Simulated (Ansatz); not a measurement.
Here is an Ansatz 0.2.0 calculation.

Contents of input.yaml:

```yaml
crystal:
  lattice:
    - [3.1840155185, 0.0, 0.0]
    - [-1.5920077592, 2.757438325, 0.0]
    - [0.0, 0.0, 28.3873198]
  atoms:
    - { symbol: Mo, position: [0.3333333333, 0.6666666667, 0.22816477] }
    - { symbol: Mo, position: [0.3333333333, 0.6666666667, 0.77183523] }
    - { symbol: Mo, position: [0.6666666667, 0.3333333333, 0.0] }
    - { symbol: S, position: [0.6666666667, 0.3333333333, 0.17349309] }
    - { symbol: S, position: [0.6666666667, 0.3333333333, 0.71718751] }
    - { symbol: S, position: [0.3333333333, 0.6666666667, 0.94533412] }
    - { symbol: S, position: [0.6666666667, 0.3333333333, 0.28281249] }
    - { symbol: S, position: [0.6666666667, 0.3333333333, 0.82650691] }
    - { symbol: S, position: [0.3333333333, 0.6666666667, 0.05466588] }
hamiltonian:
  xc: blyp
  pseudopotentials: { kind: paw }
kpoints:
  mp_grid: { grid: [10, 10, 1] }
scf:
  occupations: { method: fermi_dirac, width: 0.05 }
output:
  forces: true
  stress: true
  eigenvalues: true
relax:
  f_tol: 0.01
  max_steps: 40
  cell: { stress_tol: 0.05 }
```

Potentials or basis: Ansatz PAW.

The run is started by

```sh
$ ansatz run input.yaml --threads 4 --pin off --max-ram 11264MiB --backend cpu --events-out ev --progress --plain --runs-dir out
```

Problem. What does it give for the space group after relaxing (to 0.05 Å)?

Solution. P-6m2 (No. 187).

Problem. Predict the band gap on the k mesh.

Solution. 1.40 eV, indirect (least direct gap 1.70 eV).

Problem. What does it give for the relaxed volume?

Solution. 30.07 Å³/atom.

Problem. What does it give for the relaxed cell?

Solution. a = 3.262 Å, b = 3.262 Å, c = 29.363 Å, α = 90.00°, β = 90.00°, γ = 120.00°.

The path:
```
step  energy change (eV)  largest force (eV/Å)  volume (Å³)
   1              0.0000                0.7245       249.23
   2             -0.1705                0.3835       280.26
   3             -0.3110                0.0759       273.47
   4             -0.3249                0.0123       274.79
   5             -0.3352                0.0319       278.63
   6             -0.3424                0.0102       283.41
   7             -0.3465                0.0211       287.80
   8             -0.3485                0.0178       291.20
   9             -0.3497                0.0034       292.78
  10             -0.3512                0.0029       293.15
  11             -0.3536                0.0124       291.37
  12             -0.3563                0.0143       288.42
  13             -0.3581                0.0204       283.02
  14             -0.3601                0.0101       280.23
  15             -0.3611                0.0104       277.36
  16             -0.3619                0.0011       275.02
  17             -0.3624                0.0084       272.68
  18             -0.3627                0.0097       271.02
  19             -0.3628                0.0004       270.64
  20             -0.3642                0.0004       270.64
```

Caveat: the plane-wave basis is chosen anew once the cell has moved, so the energies of steps on either side of that aren't comparable; the PAW data sets come from PBE, with cores solved anew for the run's functional, which leaves a small shift of forces and pressure; without dispersion, layers of such crystals drift apart on relaxing, which shifts levels and gaps; volumes and pressures include the vacuum.
